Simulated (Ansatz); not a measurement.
## The bulk modulus of Au from a series of volumes

Reference cell: a structure deposited in the COD, whose atoms a relaxation with PBE at fixed cell left in place.

```
CELL_PARAMETERS angstrom
2.90000 0.00000 0.00000
-1.45000 2.51147 0.00000
0.00000 0.00000 4.88000
ATOMIC_POSITIONS crystal
Au 0.33333 0.66667 0.75000
Au 0.66667 0.33333 0.25000
```

Sites (sets of like atoms) are named by element and the number of their first atom in this list.

Method: Kohn–Sham DFT in Ansatz, PBE, plane waves and PAW, scalar-relativistic, 420 eV cutoff, Γ-centred 18×18×10 k-points, Fermi–Dirac smearing 0.05 eV.

The cell is scaled uniformly, and the ions relax again at each size.

| V/V₀ | pressure (GPa) |
| --- | --- |
| 0.94 | 12.8 |
| 0.96 | ? |
| 0.98 | 5.1 |
| 1.00 | 2.0 |
| 1.02 | -0.8 |
| 1.04 | -3.2 |
| 1.06 | -5.4 |

Task: Estimate the row at V/V₀ = 0.96 and the bulk modulus.

Result: pressure (GPa): 8.7. Worked: a parabola in ln(V/V₀) through the other 6 rows gives 8.8 GPa there. It crosses zero pressure at V/V₀ = 1.014, the equilibrium volume of this functional, where the bulk modulus is B = −dP/d ln V = 138 GPa. The shape of the cell is held, so in this non-cubic crystal both values are those of uniform scaling, and B is an upper bound to the hydrostatic one.
